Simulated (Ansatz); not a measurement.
This SiC structure is the end of a relaxation. It was relaxed at this level from a cell as deposited in COD.

Computed with Ansatz 0.2.0, DFT PBE, scalar-relativistic, plane waves, PAW. Cutoff 420 eV, Γ-centred mesh, Gaussian smearing, no spin polarisation.

```
Si C
1.0
     3.09177    0.00000    0.00000
    -1.54588    2.67755    0.00000
     0.00000    0.00000    5.07402
Si C
2 2
Cartesian
  0.0000 1.7850 0.0232
  1.5459 0.8925 2.5602
  0.0000 1.7850 1.9303
  1.5459 0.8925 4.4674
```

The zero of energy is the elements' standard structures at the same level; no fitted shifts are applied.

Question: Find its symmetry and describe it.

Answer: P6_3mc (No. 186), the wurtzite type. Conventional cell: a = 3.092 Å, c = 5.074 Å. Si is surrounded by 4 C at 1.89–1.91 Å; around C lie 4 Si at 1.89–1.91 Å.

Question: How far does it lie from the elements in energy?

Answer: −0.200 eV/atom. A negative formation energy is needed for stability but isn't enough: competing phases decide.

Question: Is it a metal?

Answer: No, the gap on the 12×12×6 mesh is 2.31 eV.

The last run used a 12×12×6 mesh (in the run's order of axes) for its 4-atom cell and Gaussian smearing of 0.02 eV. Kohn–Sham gaps at this level usually fall short of measured ones. The reference form of C is held partly by dispersion forces, which this level lacks. A structure relaxed within its symmetry needn't be a true minimum.
